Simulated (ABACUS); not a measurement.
Si2Ni:

```xyz
3
Lattice="0.0000 2.7030 2.7030 2.7030 0.0000 2.7030 2.7030 2.7030 0.0000" Properties=species:S:1:pos:R:3 pbc="T T T"
Ni    0.0000    0.0000    0.0000
Si    4.0545    4.0545    4.0545
Si    1.3515    1.3515    1.3515
```

Base run:

* Program: ABACUS 3.10.1
* Functional: PBE
* Potentials or basis: PseudoDojo NC SR 0.4.1 PBE standard
* Cutoff: 1333 eV
* Density cutoff: 5333 eV
* Basis: plane waves
* k mesh: 9 × 9 × 9
* Occupations: fermi-dirac, width 0.05 eV
* Spin: collinear spin, ferromagnetic start
* Starting moments: [1.0, 0.0, 0.0] μB

Its results: band gap on the k mesh none (metal or under the smearing width); pressure 3.9 GPa; net moment 0.00 μB per cell.

Problem. The run is repeated on the same cell with these changes: cutoff from 1333 eV to 1361 eV; density cutoff from 5333 eV to 5442 eV; basis from plane waves to DZP LCAO (the cutoffs set its grid). What comes out?

Solution. Band gap on the k mesh none (metal or under the smearing width); pressure 5.6 GPa; net moment 0.00 μB per cell.

Caveats: the atomic orbitals were generated for these runs and aren't a published set (some runs); the basis of atomic orbitals isn't converged, which shifts pressures, moduli and gaps (some runs).

Not every run made on this cell is shown here.
